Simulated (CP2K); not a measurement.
The system is InPd.

```
CELL_PARAMETERS angstrom
3.27188 0.00000 0.00000
0.00000 3.27188 0.00000
0.00000 0.00000 3.27188
ATOMIC_POSITIONS crystal
In 0.00000 0.00000 0.00000
Pd 0.50000 0.50000 0.50000
```

The cell comes from a database or a generator and needn't be the stable form of this composition.

Base run:

* Program: CP2K 2026.2
* Functional: PBE
* Potentials or basis: POTENTIAL_UZH In GTH-PBE-q13, Pd GTH-PBE-q18; TZVP-MOLOPT-PBE-GTH basis
* Density cutoff: 6803 eV
* k mesh: 8 × 8 × 8
* Occupations: fermi-dirac, width 0.05 eV
* Spin: no spin polarisation

Its results: band gap on the k mesh none (metal or under the smearing width); pressure 5.1 GPa.

**Question.** The run is repeated on the same cell with these changes: functional from PBE to PBEsol; ngrids from 5 to 4. What comes out?

**Answer.** Band gap on the k mesh none (metal or under the smearing width); pressure -1.3 GPa.

Caveats: the basis of atomic orbitals isn't converged, which shifts pressures, moduli and gaps; the potentials were made for another functional, which shifts forces and pressure (some runs).

Not every run made on this cell is shown here.
